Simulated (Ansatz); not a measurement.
# Ca (begun as hP4 type, now dhcp) under strong compression

```yaml
crystal:
  lattice:
    - [3.90252, 0.00000, 0.00000]
    - [-1.95126, 3.37968, 0.00000]
    - [0.00000, 0.00000, 12.83840]
  atoms:
    - { symbol: Ca, position: [0.00000, 0.00000, 0.00000] }
    - { symbol: Ca, position: [0.00000, 0.00000, 0.50000] }
    - { symbol: Ca, position: [0.33333, 0.66667, 0.25000] }
    - { symbol: Ca, position: [0.66667, 0.33333, 0.75000] }
```

The cell comes from a relaxation on PAW files under the same functional, begun from a prototype that needn't be the stable phase.

The start type wasn't kept: the relaxed cell is dhcp.

Its volume is scaled, and at each volume shape and atoms are relaxed on PAW files; all methods then take that cell.

All numbers are PBE results (scalar-relativistic) from Ansatz 0.2.0, with a Γ-centred 7×7×4 k mesh, Fermi–Dirac smearing of 0.1 eV, no spin polarisation. Methods: LAPW: all electrons, basis error target 1 meV/atom; PAW: frozen-core files, cutoff 420 eV; crystal datasets: all electrons, by PAW datasets that the program makes for each cell; norm-conserving: pseudopotentials, cutoff 925 eV; PAW (cutoff 600 eV): frozen-core files, cutoff 600 eV.

Energies are extrapolated to zero smearing and count from the unscaled cell; pressure is positive in compression; gaps take the mesh and a band path. No temperature or zero-point motion is included.

| V/V0 | V (Å³/atom) | P LAPW (GPa) | ΔE LAPW (eV/atom) | P PAW − LAPW (GPa) | ΔE PAW − LAPW (meV/atom) | space group | shortest distance (Å) |
| --- | --- | --- | --- | --- | --- | --- | --- |
| 1.00 | 42.33 | 0.00 | 0.000 | 0.00 | 0.0 | P6_3/mmc | ? |
| 0.68 | 28.79 | 12.08 | 0.390 | 0.00 | 0.1 | P6_3/mmc | 3.432 |
| 0.58 | 24.55 | 21.5 | 0.820 | 0.00 | 0.2 | P6_3/mmc | 3.255 |
| 0.50 | 21.17 | 33.2 | 1.393 | 0.00 | 0.3 | P6_3/mmc | 3.097 |
| 0.43 | 18.20 | 47.2 | 2.131 | 0.00 | 0.3 | P6_3/mmc | 2.946 |

Problem. What belongs in the row "1.00", column "shortest distance (Å)"?

Solution. 3.903.

Problem. Fit the Vinet equation to the LAPW pressures over the whole range, with residuals weighted by 1/(|P| + 0.03·Pmax).

Solution. V0 = 42.34 Å³/atom, B0 = 18.6 GPa and B0′ = 2.88, and the fit misses no point by more than 0.67 GPa. A fit over so wide a range pins B0 less well than one near rest.

Problem. From the table, what is the rise of the enthalpy H = E + pV up to the last row, and how stiff is the crystal between the last two rows?

Solution. ΔH = 2.131 eV + (47.2 GPa × 18.20 Å³ − 0.00 GPa × 42.33 Å³) × 0.006242 eV/(GPa·Å³) = 7.50 eV/atom, of which pV makes 72 %. The mean bulk modulus there is −ΔP/Δln V = 92.8 GPa.

Problem. At the smallest volume, how far do crystal datasets and norm-conserving and PAW (cutoff 600 eV) lie from LAPW in pressure?

Solution. crystal datasets: 0.00 GPa; norm-conserving: -0.16 GPa; PAW (cutoff 600 eV): 0.00 GPa, on a LAPW pressure of 47.2 GPa.
